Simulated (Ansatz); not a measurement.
Structure relaxation of Zn3S2

Level of theory: Ansatz 0.2.0, DFT PBE, scalar-relativistic, plane waves, PAW.

The start puts Zn3S2 on the anti-A-type sesquioxide structure type (P-3m1, No. 164), with S in place of La, Zn in place of O, at a guessed volume.

Input of the last, converged step (default PAW datasets):

```yaml
crystal:
  lattice:
    - [3.9092634129, 0.0, 0.0]
    - [-1.9546317064, 3.3855214256, 0.0]
    - [0.0, 0.0, 9.964436516]
  atoms:
    - { symbol: Zn, position: [0.0, 0.0, 0.0] }
    - { symbol: Zn, position: [0.3333333333, 0.6666666667, 0.6039208466] }
    - { symbol: Zn, position: [0.6666666667, 0.3333333333, 0.3960791534] }
    - { symbol: S, position: [0.3333333333, 0.6666666667, 0.3428386838] }
    - { symbol: S, position: [0.6666666667, 0.3333333333, 0.6571613162] }
basis:
  ecutwfc: 420
kpoints:
  mp_grid: { grid: [9, 9, 4] }
hamiltonian:
  xc: pbe
scf:
  occupations: { method: gaussian, width: 0.02 }
output:
  forces: true
  stress: true
  eigenvalues: true
relax:
  adjacent_minimum: "off"
  f_tol: 0.01
  max_steps: 80
  cell: { stress_tol: 0.05 }
```

It can be run as:

```bash
ansatz run input.yaml --threads 1 --pin off --backend cpu --events-out ev --progress --plain --runs-dir out  # memory cap (--max-ram) not shown
```

End of the output:

```
SCF converged after 8 iterations
Free energy (F): -11762.983001 eV
Harris-Foulkes:  -11762.983001 eV  (|F-HF|=3.21e-9)
Internal energy: -11762.983001 eV  (E = F + TS)
E sigma→0 (E₀):  -11762.983001 eV
Fermi energy:    4.258611 eV
--- Per-component energies (eV) ---
  E_band       = -114.994848
  E_kinetic    = 603.403431
  E_local      = -7637.706552  (includes V_loc(G=0)·N_el)
  E_nonlocal   = 1899.402128
  E_hartree    = 3273.309182
  E_xc         = -602.605356
  E_vxc        = -326.017945  (∫ρ·V_xc dr)
  E_paw        = -6684.207549  (= ΣΔE_a)
  E_vpaw       = -1200.693036  (= ΣTr[D̂ρ^β])
  E_aug_tail   = -0.001048  (compensation charges beyond the density's cutoff)
  E_ewald      = -2614.577238
  E_smearing   =  0.000000  (= −TS)
  E_closure    = 0.000000  (closes the sum)
  Σ components = -11762.983001   (vs F -11762.983001, Δ=0.00e0)
--- Forces (eV/Å), atoms counted from 1 ---
  atom   1  Zn     0.00000000     0.00000000     0.00000000
  atom   2  Zn     0.00000000     0.00000000    -0.00100365
  atom   3  Zn     0.00000000     0.00000000     0.00100365
  atom   4  S      0.00000000     0.00000000     0.00246688
  atom   5  S      0.00000000     0.00000000    -0.00246688
  max |Σ_I F_I| component: 5.55e-17 eV/Å
--- Stress (GPa, compression-positive) ---
        0.009072       0.000000       0.000000
        0.000000       0.009072       0.000000
        0.000000       0.000000      -0.004226
  P = ⅓ Tr σ = 0.0046 GPa (0.046 kbar)
--- Relaxed structure (5 steps of the walk, 5 accepted, 1 SCFs on fresh bases) ---
  F+E_penalty+E_count = -11762.98300148 eV   max|allowed force component| = 2.467e-3 eV/Å   (the final SCF, on the basis selected at the relaxed cell)
  cell:  # Å, volume = 133.9840 Å³
    - [3.907477, 0.000000, 0.000000]
    - [-1.953739, 3.383974, 0.000000]
    - [0.000000, 0.000000, 10.132797]
  atoms:
    - { symbol: Zn, position: [0.000000, 0.000000, 0.000000] }
    - { symbol: Zn, position: [0.333333, 0.666667, 0.601762] }
    - { symbol: Zn, position: [0.666667, 0.333333, 0.398238] }
    - { symbol: S, position: [0.333333, 0.666667, 0.345139] }
    - { symbol: S, position: [0.666667, 0.333333, 0.654861] }
```

Absolute energies hang on the potentials; compare differences alone.

The result has space group P-3m1 (No. 164). Around Zn on Wyckoff site a (1 atom of the primitive cell) lie 6 Zn at 3.91 Å and 6 S at 4.16 Å (next Zn at 4.62 Å); Zn on Wyckoff site d (2 atoms of the primitive cell) has 3 S at 2.32 Å, 1 S at 2.60 Å and 3 Zn at 3.06 Å; S is coordinated by 3 Zn at 2.32 Å and 1 Zn at 2.60 Å.

Against the elements it lies at -0.355 eV/atom. Energies over the elements count from the elements' standard structures at the same level, with no empirical corrections.

Weakly bound directions are ill-defined at this level, which has no dispersion term.

A structure relaxed within its symmetry needn't be a true minimum.